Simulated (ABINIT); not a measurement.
The system is SiC.

```
CELL_PARAMETERS angstrom
3.07569 0.00000 0.00000
-1.53785 2.66363 0.00000
0.00000 0.00000 10.07065
ATOMIC_POSITIONS crystal
Si 0.00000 0.00000 0.18789
Si 0.00000 0.00000 0.68789
Si 0.33333 0.66667 0.43784
Si 0.66667 0.33333 0.93784
C 0.00000 0.00000 0.00046
C 0.00000 0.00000 0.50046
C 0.33333 0.66667 0.24980
C 0.66667 0.33333 0.74980
```

The cell is a database's computed one.

```yaml
Program: ABINIT 10.8.3 (patched build)
Task: single point
Functional: PBE
Potentials_or_basis: JTH PAW PBE v2.0
Cutoff: 517 eV
k_mesh: 10 × 10 × 3
Occupations: fermi-dirac, width 0.05 eV
Spin: no spin polarisation
```

On this cell: pressure 3.4 GPa; largest force 0.009 eV/Å; band gap on the k mesh 2.23 eV, indirect (least direct gap 3.37 eV).

The same run follows on a disturbed copy (atoms moved at random, drawn with an rms of 0.05 Å):

```
CELL_PARAMETERS angstrom
3.07569 0.00000 0.00000
-1.53785 2.66363 0.00000
0.00000 0.00000 10.07065
ATOMIC_POSITIONS crystal
Si 0.98785 0.97935 0.18355
Si 0.99742 0.00184 0.68765
Si 0.33810 0.67299 0.44105
Si 0.67038 0.33091 0.93535
C 0.99180 0.00409 0.00318
C 0.00621 0.00038 0.49971
C 0.32837 0.65551 0.24923
C 0.66670 0.32858 0.74805
```

Question: What changes?

Answer: The energy moves by +18.4 meV/atom; pressure 3.8 GPa; largest force 2.068 eV/Å; band gap on the k mesh 1.85 eV, indirect (least direct gap 3.14 eV).

Forces in eV/Å, atoms in the order of the input:
```
Si   0.099  0.544  1.819
Si   0.418 -0.329 -0.337
Si   0.239 -0.410 -1.396
Si  -0.781  0.278  0.742
C    0.814 -0.423 -1.853
C   -0.338  0.291  0.699
C   -0.131 -0.269  0.025
C   -0.320  0.316  0.301
```

Stress tensor (GPa, compression positive):
```
 4.30 -0.97  0.06
-0.97  2.39 -0.23
 0.06 -0.23  4.60
```

Caveats: an odd mesh through Γ misses points on the zone boundary, where band edges often lie.
